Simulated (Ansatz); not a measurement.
# Settings and their price: random wurtzite alloy of AlN and GaN (72 atoms)

The cell holds 72 atoms: 32 Al, 36 N and 4 Ga. Its edges and angles: a = 9.362 Å, b = 9.362 Å, c = 10.009 Å, α = 90.0°, β = 90.0°, γ = 120.0°. It derives from AlN (wurtzite) and GaN, repeated 3×3×2. Wurtzite AlN, 3 x 3 x 2 conventional cells, 4 of 36 Al sites given to Ga at random (x = 0.111), lattice by Vegard's rule (a = 3.121 Å, c = 5.005 Å); not relaxed, displaced by a Gaussian of 0.02 Å.

Geometry: as built.

Reference run: Kohn-Sham DFT, PBE, PAW (set soft_2), plane waves (Ansatz 0.2.0), cutoff 420 eV, Γ point, fixed occupations.

- r.m.s. force component: 0.5441 eV/Å
- pressure: 4.597 GPa
- gap (highest filled to lowest empty level): 3.837 eV
- SCF cycles: 8
- time: 8 s on 4 threads of Arm Neoverse V1, shared host

**Question.** The same geometry is run again with each of these changes. How far do the results move, and how long does each run take?
- support functions low
- support functions medium
- support functions medium, radius 3.36 Å
- support functions medium, radius 3.6 Å
- hamiltonian.xc = "revpbe"

Each row is set against the plane-wave reference (Kohn-Sham DFT, PBE, PAW (set soft_2), plane waves; r.m.s. force component 0.544 eV/Å). Energies are set beside the reference only for runs with its functional, potentials and electron count. Times are for 4 threads of Arm Neoverse V1, shared host. The reference's time includes the DOS, the stress and grids, which some other runs skip.

```csv
run,"Δ force, r.m.s. (meV/Å)",share of r.m.s. force (%),Δ energy (meV/atom),Δ pressure (GPa),Δ gap (eV),cycles,time,host memory (GiB)
reference,-,-,-,-,-,8,8 s,0.90
support functions low,0.78,0.143,-3.10,-,0.001,11,72 s,2.4
support functions medium,0.613,0.113,-3.10,-,0.0011,12,78 s,2.4
"support functions medium, radius 3.36 Å",0.691,0.127,-3.10,-,0.0011,12,72 s,2.3
"support functions medium, radius 3.6 Å",0.535,0.0983,-3.10,-,0.0011,12,86 s,2.6
hamiltonian.xc = "revpbe",9.89,1.82,-,2.82,0.0258,8,7.1 s,0.91
```

Among numerical settings the force difference runs from 0.54 meV/Å (support functions medium, radius 3.6 Å) to 0.78 meV/Å (support functions low). At 72 atoms the fastest of the runs at a preset level, support functions low, takes roughly 9.0 times the time of plane waves (whose run also made extra analyses, so the like-for-like ratio is larger), in 11 SCF cycles against 8. Differences between support functions and plane waves include what basis error the plane-wave run still has. 

[Logs are printed without paths, hosts, clocks, repeated set-up lines and the standing remarks that a program may print on its own settings, such as how far it seeks lower states.]

[Hosts, paths, dates, database ids (printed as entryN), source tags and the programs' standing remarks are cut or masked in the printed files.]
